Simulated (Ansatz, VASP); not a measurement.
One calculation of HfH2, two programs

```
CELL_PARAMETERS angstrom
-1.73900 1.73900 2.18050
1.73900 -1.73900 2.18050
1.73900 1.73900 -2.18050
ATOMIC_POSITIONS crystal
Hf 0.00000 0.00000 0.00000
H 0.75000 0.25000 0.50000
H 0.25000 0.75000 0.50000
```

Alike in both runs: task single point; functional LDA; k mesh 20 × 20 × 20; occupations gaussian, width 0.15 eV; no spin polarisation.

```csv
,VASP,Ansatz
version,VASP 6.6.1,Ansatz 0.2.0
potentials or method,"VASP PAW LDA potentials, release 64 (Hf_pv, H)","scalar-relativistic, plane waves, PAW"
plane-wave cutoff (eV),520,420
valence electrons in the cell,12,28
```

```csv
,VASP,Ansatz,Ansatz less VASP
gap on the k mesh at the Fermi level (eV),none,none,-
pressure (GPa),-8.4,-8.4,+0.06
largest component of the traceless stress (GPa),0.49,0.49,+0.009
```

A gap of «none» marks a metal or a gap that the smearing closes. The two sets of potentials don't hold the same shells in valence.

The runs have no spin-orbit coupling, so splittings on Hf are missing.
